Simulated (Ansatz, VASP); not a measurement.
# GaN: VASP beside Ansatz

Aim: how closely do two programs agree when they are given the same cell, functional and k mesh?

Main program and level: Ansatz 0.2.0; plane waves, with VASP 6.6.1 beside it; single point at PBE.

## Step 1: The structure

It takes space group F-43m (No. 216, cubic). The conventional cell has a = 4.507 Å, b = 4.507 Å, c = 4.507 Å, α = 90.00°, β = 90.00°, γ = 90.00°. Ga has 4 N at 1.95 Å nearest. N has 4 Ga at 1.95 Å nearest. Farther neighbours and most contacts between anions are not listed.

Structure file:

```xyz
2
Lattice="0.0000 2.2535 2.2535 2.2535 0.0000 2.2535 2.2535 2.2535 0.0000" Properties=species:S:1:pos:R:3 pbc="T T T"
Ga    0.0000    0.0000    0.0000
N     1.1268    1.1268    1.1268
```

## Step 2: VASP: single point, PBE

A single point gives forces, pressure and levels at one fixed geometry, so differences don't come from the geometry; what else differs is listed under the comparison.

Lines of VASP's logs that name or quote its potential files are left out, and so is its time.

INCAR

```
SYSTEM = GaN
PREC = Accurate
ENCUT = 520
EDIFF = 1E-07
NELM = 100
ISMEAR = 0
SIGMA = 0.01
LREAL = .FALSE.
ALGO = Normal
GGA = PE
NBANDS = 15
LORBIT = 11
LWAVE = .FALSE.
LCHARG = .FALSE.
KPAR = 2
```

POSCAR

```
GaN
1.0
    0.0000000000      2.2535006075      2.2535006075
    2.2535006075      0.0000000000      2.2535006075
    2.2535006075      2.2535006075      0.0000000000
Ga N
1 1
Direct
    0.0000000000      0.0000000000      0.0000000000
    0.2500000000      0.2500000000      0.2500000000
```

KPOINTS

```
Automatic mesh
0
Gamma
9 9 9
0 0 0
```

Potentials, in the order of the species: Ga_d and N (PBE family, release 64).

Launch:

```bash
mpirun -np 2 vasp_std
```

Numbers of over 12 decimals in the logs are rounded to 6 here.

Output:

```text
[banner, memory and clock lines left out]
running    2 mpi-ranks, on    1 nodes
 distrk:  each k-point on    1 cores,    2 groups
 distr:  one band on    1 cores,    1 groups

 POSCAR found type information on POSCAR GaN
 POSCAR found :  2 types and       2 ions
 LDA part: xc-table for (Slater+PW92), standard interpolation
 POSCAR, INCAR and KPOINTS ok, starting setup
 FFT: planning ... GRIDC
 FFT: planning ... GRID_SOFT
 FFT: planning ... GRID
 WAVECAR not read
 entering main loop
       N       E                     dE             d eps       ncg     rms          rms(c)
DAV:   1     0.831945347312E+02    0.83195E+02   -0.92919E+03  1162   0.212E+03
DAV:   2    -0.814802461249E+01   -0.91343E+02   -0.85509E+02  1148   0.339E+02
DAV:   3    -0.140679763171E+02   -0.59200E+01   -0.58929E+01  1225   0.746E+01
DAV:   4    -0.141427698450E+02   -0.74794E-01   -0.74784E-01  1288   0.898E+00
DAV:   5    -0.141437705819E+02   -0.10007E-02   -0.10007E-02  1239   0.953E-01    0.772E+00
DAV:   6    -0.121377719297E+02    0.20060E+01   -0.51660E+00  1575   0.423E+01    0.268E+00
DAV:   7    -0.121473630312E+02   -0.95911E-02   -0.32292E-01  1127   0.697E+00    0.177E+00
DAV:   8    -0.121435131829E+02    0.38498E-02   -0.59114E-02  1155   0.349E+00    0.795E-01
DAV:   9    -0.121391704487E+02    0.43427E-02   -0.15776E-02  1608   0.296E+00    0.198E-01
DAV:  10    -0.121395078353E+02   -0.33739E-03   -0.16061E-03  1244   0.597E-01    0.993E-02
DAV:  11    -0.121394216431E+02    0.86192E-04   -0.28455E-04  1539   0.272E-01    0.775E-03
DAV:  12    -0.121394274078E+02   -0.57647E-05   -0.28701E-05  1204   0.574E-02    0.915E-03
DAV:  13    -0.121394272140E+02    0.19387E-06   -0.94788E-07  1408   0.110E-02    0.243E-03
DAV:  14    -0.121394271526E+02    0.61350E-07   -0.40497E-08   847   0.229E-03
   1 F= -.12139427E+02 E0= -.12139427E+02  d E =-.180359E-14
```

Parts of OUTCAR (step 2):

```text
ion  position               nearest neighbor table
   1  0.000  0.000  0.000-   2 1.95   2 1.95   2 1.95   2 1.95
   2  0.250  0.250  0.250-   1 1.95   1 1.95   1 1.95   1 1.95

  LATTYP: Found a face centered cubic cell.
 ALAT       =     4.5070012150

 Subroutine GETGRP returns: Found 24 space group operations
 (whereof 24 operations were pure point group operations)

The static configuration has the point symmetry T_d .

 Found     35 irreducible k-points:

   k-points           NKPTS =     35   k-points in BZ     NKDIM =     35   number of bands    NBANDS=     15

   dimension x,y,z NGX =    24 NGY =   24 NGZ =   24
   dimension x,y,z NGXF=    48 NGYF=   48 NGZF=   48

   ENCUT  =  520.0 eV  38.22 Ry    6.18 a.u.   5.93  5.93  5.93*2*pi/ulx,y,z

   NELECT =      18.0000    total number of electrons

 k-points in reciprocal lattice and weights: Automatic mesh
   0.00000000  0.00000000  0.00000000       0.001
   0.11111111  0.00000000  0.00000000       0.011
   0.22222222  0.00000000  0.00000000       0.011
   0.33333333  0.00000000  0.00000000       0.011
   0.44444444  0.00000000  0.00000000       0.011
   0.11111111  0.11111111  0.00000000       0.008
   0.22222222  0.11111111  0.00000000       0.033
   0.33333333  0.11111111  0.00000000       0.033
   0.44444444  0.11111111  0.00000000       0.033
[...]
-0.33333333  0.44444444  0.11111111       0.033
  -0.33333333  0.44444444  0.22222222       0.033

 average (electrostatic) potential at core
       1 -63.5201       2 -62.0801

 E-fermi :   5.3285

 k-point     1 :       0.0000    0.0000    0.0000
  band No.  band energies     occupation
    ...
      5      -7.8435      2.00000
      6      -7.8435      2.00000
      7       5.2802      2.00000
      8       5.2802      2.00000
      9       5.2802      2.00000
     10       7.0033      0.00000
     11      15.5763      0.00000
     12      15.5764      0.00000
     13      15.5764      0.00000
     14      22.8852      0.00000
    ...

 k-point     2 :       0.1111    0.0000    0.0000
  band No.  band energies     occupation
    ...
      5      -7.8449      2.00000
      6      -7.8449      2.00000
      7       3.9939      2.00000
      8       5.1503      2.00000
      9       5.1503      2.00000
     10       7.9915      0.00000
     11      14.9888      0.00000
     12      15.7721      0.00000
     13      15.7721      0.00000
     14      22.6949      0.00000
    ...

 k-point     3 :       0.2222    0.0000    0.0000
  band No.  band energies     occupation
    ...
      5      -7.8418      2.00000
      6      -7.8418      2.00000
      7       1.9506      2.00000
      8       4.8444      2.00000
      9       4.8444      2.00000
     10       9.1327      0.00000
     11      14.1793      0.00000
     12      16.0296      0.00000
     13      16.0296      0.00000
     14      21.5195      0.00000
    ...

  Total        0.7176020      0.7176020      0.7176020     -0.0000000     -0.0000000     -0.0000000
  in kB       50.2332412     50.2332412     50.2332412     -0.0000000     -0.0000000     -0.0000000
  external PRESSURE =      50.2332412 kB  Pullay stress =       0.0000000 kB

  energy-cutoff  :      520.00
  volume of cell :       22.89
      direct lattice vectors                 reciprocal lattice vectors
     0.000000000  2.253500607  2.253500607    -0.221877020  0.221877020  0.221877020
     2.253500607  0.000000000  2.253500607     0.221877020 -0.221877020  0.221877020
     2.253500607  2.253500607  0.000000000     0.221877020  0.221877020 -0.221877020

 POSITION                                       TOTAL-FORCE (eV/Angst)
 -----------------------------------------------------------------------------------
      0.00000      0.00000      0.00000        -0.000000     -0.000000     -0.000000
      1.12675      1.12675      1.12675         0.000000      0.000000      0.000000
 -----------------------------------------------------------------------------------
    total drift:                                0.000002      0.000002      0.000002

  FREE ENERGIE OF THE ION-ELECTRON SYSTEM (eV)
  ---------------------------------------------------
  free  energy   TOTEN  =       -12.1394271526 eV

  energy  without entropy=      -12.1394271526  energy(sigma->0) =      -12.13942715

 total charge
# of ion       s       p       d       tot
------------------------------------------
    1        0.790   0.899  10.178  11.867
    2        1.225   2.518   0.000   3.743
--------------------------------------------------
tot          2.015   3.417  10.178  15.610

[... 3 further parts left out ...]
```

The run ends at a pressure of 5.02 GPa.

## Step 3: Ansatz: single point, PBE

Ansatz runs on its default PAW (the set named soft_2) files.

The same cell, functional, mesh and smearing now go to Ansatz, which takes its cutoff from its data sets.

input.yaml

```yaml
crystal:
  lattice:
    - [0.0, 2.2535006075, 2.2535006075]
    - [2.2535006075, 0.0, 2.2535006075]
    - [2.2535006075, 2.2535006075, 0.0]
  atoms:
    - { symbol: Ga, position: [0.0, 0.0, 0.0] }
    - { symbol: "N", position: [0.25, 0.25, 0.25] }
hamiltonian:
  xc: pbe
  pseudopotentials: { kind: paw }
kpoints:
  mp_grid: { grid: [9, 9, 9] }
scf:
  occupations: { method: gaussian, width: 0.01 }
  n_extra_bands: 4
output:
  forces: true
  stress: true
  eigenvalues: true
  write_density: true
  write_potential: true
  elf: true
  volumetric_format: npy
```

Launch:

```bash
ansatz run input.yaml --threads 2 --pin off --max-ram 4608MiB --backend cpu --events-out ev --progress --plain --runs-dir out
```

Output:

```text
scf.n_extra_bands = 4 over 9 filled bands (N_el = 18.0): the run solves 13 bands
Engine: ansatz 0.2.0, aarch64-unknown-linux-gnu
Pseudopotentials: kind: paw
Pseudopotential: Ga, paw, valence charge 13, recommended cutoff 420 eV (normal), Ga.paw.azcp
Pseudopotential: N, paw, valence charge 5, recommended cutoff 420 eV (normal), N.paw.azcp
Functional definition: PBE
  parameter kappa = 0.804
  parameter beta = 0.066725
  exchange = pbe_x(kappa = kappa, mu = beta*pi^2/3)
  correlation = pbe_c(beta = beta)
Crystal: 2 atoms, lattice volume = 22.888 Å³
Basis set: ecut = 420 eV, 459 PW (Γ), exchange–correlation on 48×48×48 points (8 copies of the dense FFT grid, shifted against one another)
Bands: 13, of which v1, the nominal top of the filled ones, is band 9 counted from 1 (8 counted from 0)
Symmetry: 24 space group operations
Space group: F-43m (ITA 216), of the structure as read, at distance tolerance 2.8e-5 Å
k-points: 35 of 729 (time reversal used)
Non-local potential: Ga, projectors of the file, l = 0: 2, l = 1: 2, l = 2: 3, l = 3: 1
Non-local potential: N, projectors of the file, l = 0: 2, l = 1: 2, l = 2: 1
PAW form: soft (Blöchl's): semilocal exchange-correlation on the pseudo side does not see the compensation charge
PAW one-centre angular grid: Ga, 590 points (default); XC on 64 Gauss nodes
PAW one-centre angular grid: N, 110 points (default); XC on 64 Gauss nodes
Initial density: superposition of atomic densities (neutral atoms: chi_scale 0, normalization atom), corrected by the library's trained network
Initial wavefunctions: pseudopotential atomic-orbital guess
Functional: x = pbe(κ = 0.804, μ = 0.219515), c = pbe(β = 0.066725)
SCF iter   1: F=—  HF=-4167.897657 eV  |F-HF|=—  |Δ(HF+E_count)|=         —  Δρ=6.25e-4  dr2=2.96e-5  ethr=1.77e-3  ⟨swp⟩=5.0  Hψ=2427  notcnv=0
preconditioner: auto → none  [insulator: Δε(μ)=1.714 eV  Ē_g=18.753 eV  σ=0.010 eV  W_gap=1.00  n_scr=8 (ndim 8)  ℏωp=32.9 eV  f_vac=0.001  D(μ)=0.00/eV (n_scr^D=0)  ε∞_Penn≈4.1]
SCF iter   2: F=—  HF=-4167.897931 eV  |F-HF|=—  |Δ(HF+E_count)|=   2.74e-4  Δρ=3.42e-4  dr2=9.33e-6  ethr=1.64e-7  ⟨swp⟩=2.8  Hψ=1225  notcnv=0
SCF iter   3: F=—  HF=-4167.897974 eV  |F-HF|=—  |Δ(HF+E_count)|=   4.28e-5  Δρ=1.23e-4  dr2=1.20e-6  ethr=5.18e-8  ⟨swp⟩=2.0  Hψ=739  notcnv=0
SCF iter   4: F=—  HF=-4167.897981 eV  |F-HF|=—  |Δ(HF+E_count)|=   6.95e-6  Δρ=2.34e-5  dr2=9.57e-8  ethr=6.69e-9  ⟨swp⟩=2.0  Hψ=770  notcnv=0
iter 5 did not close the SCF: its close was put off for the readings that it lacked (scf_convergence_deferred on its scf_iter line)
SCF iter   5: F=-4167.897981 eV  HF=-4167.897981 eV  |F-HF|=5.74e-9  |Δ(HF+E_count)|=   2.33e-8  Δρ=1.05e-5  dr2=9.66e-9  ethr=5.31e-10  ⟨swp⟩=2.0  Hψ=770  notcnv=0
SCF iter   6: F=-4167.897981 eV  HF=-4167.897981 eV  |F-HF|=7.09e-11  |Δ(HF+E_count)|=   8.75e-9  Δρ=1.75e-6  dr2=2.71e-10  ethr=5.37e-11  ⟨swp⟩=4.4  Hψ=2317  notcnv=0
SCF 1 converged in 6 iterations: F = -4167.897981 eV  dr2 = 2.71e-10
  greatest PAW one-centre occupation: 0.995 electrons in one spin orbital (limit 2), on the Ga atom at site 0 (counted from 0), in its partial waves of l = 2
SCF converged after 6 iterations
Free energy (F): -4167.897981 eV
Harris-Foulkes:  -4167.897981 eV  (|F-HF|=7.09e-11)
Internal energy: -4167.897981 eV  (E = F + TS)
E sigma→0 (E₀):  -4167.897981 eV
Fermi energy:    10.508469 eV
--- Per-component energies (eV) ---
  E_band       = -5.645725
  E_kinetic    = 247.132357
  E_local      = -1949.940389  (includes V_loc(G=0)·N_el)
  E_nonlocal   = 474.304906
  E_hartree    = 897.108776
  E_xc         = -128.819996
  E_vxc        = -134.163698  (∫ρ·V_xc dr)
  E_paw        = -2120.248819  (= ΣΔE_a)
  E_vpaw       = -437.195937  (= ΣTr[D̂ρ^β])
  E_aug_tail   = 0.000139  (compensation charges beyond the density's cutoff)
  E_ewald      = -1587.434954
  E_smearing   = -0.000000  (= −TS)
  E_closure    = 0.000000  (closes the sum)
  Σ components = -4167.897981   (vs F -4167.897981, Δ=0.00e0)
--- Forces (eV/Å), atoms counted from 1 ---
  atom   1  Ga     0.00000000    -0.00000000    -0.00000000
  atom   2  N     -0.00000000     0.00000000    -0.00000000
  max |Σ_I F_I| component: 5.09e-17 eV/Å
--- Stress (GPa, compression-positive) ---
        5.028201       0.000000      -0.000000
        0.000000       5.028201       0.000000
       -0.000000       0.000000       5.028201
  P = ⅓ Tr σ = 5.0282 GPa (50.282 kbar)
--- Band table (eV; the first three rows and the last of 35) ---
  k-point 0: bands = [... 5 lower, -3.5203, 9.6500, 9.6500, 9.6500, 11.3669, 19.9614, 19.9614, 19.9614]
  k-point 1: bands = [... 5 lower, -3.5217, 8.3627, 9.5205, 9.5205, 12.3565, 19.3711, 20.1564, 20.1564]
  k-point 2: bands = [... 5 lower, -3.5187, 6.3192, 9.2143, 9.2143, 13.4992, 18.5562, 20.4101, 20.4101]
  k-point 34: bands = [... 5 lower, -1.6290, 3.9187, 5.7629, 6.5375, 15.8230, 17.8388, 19.6428, 21.2886]
```

It took 1.7 s on 2 threads of Arm Neoverse V1, shared host; peak memory 0.28 GiB; 2.6 s of CPU time.

Reading the cycles: dr2 is the Hartree energy of the density residual (eV), the measure of convergence; HF is the Harris–Foulkes estimate of the energy, which meets the free energy F at convergence.

The run ends at a pressure of 5.03 GPa.

## Step 4: Comparison

Known differences besides the potentials themselves: the cutoff is 420 eV in Ansatz and 520 eV in VASP; VASP leaves aspherical gradient terms in its spheres out (LASPH is not set), Ansatz keeps them. Total energies have different zeros and are not compared.

Compared:

| quantity | Ansatz | VASP | difference |
| --- | --- | --- | --- |
| pressure (GPa) | 5.03 | 5.02 | 0.00 |
| pressure without Ansatz's Pulay correction (GPa) | 4.51 | 5.02 | -0.52 |
| gap on the k mesh (eV) | 1.717 | 1.723 | -0.006 |

A gap on the mesh is an upper bound, since the band edges may lie between its points. Ansatz's pressure holds a Pulay correction of 0.52 GPa; VASP's holds none.

## Step 5: Summary of results

| Quantity | Value |
| --- | --- |
| difference in gap on the k mesh (single point, PBE) | -0.0063 eV |

The difference in gap on the k mesh is -0.0063 eV (single point, PBE), within the 0.08 eV picked in this series as the mark of a large difference. Such differences can come from data sets, numerical settings and the points named under the comparisons, not from the functional's error against experiment.

[Lines on the potential files, build, host, timing and source positions are cut from VASP's logs without a mark.]

[Logs are printed without paths, hosts, clocks, repeated set-up lines and the standing remarks that a program may print on its own settings, such as how far it seeks lower states.]

[Hosts, paths, dates, database ids (printed as entryN), source tags and the programs' standing remarks are cut or masked in the printed files.]
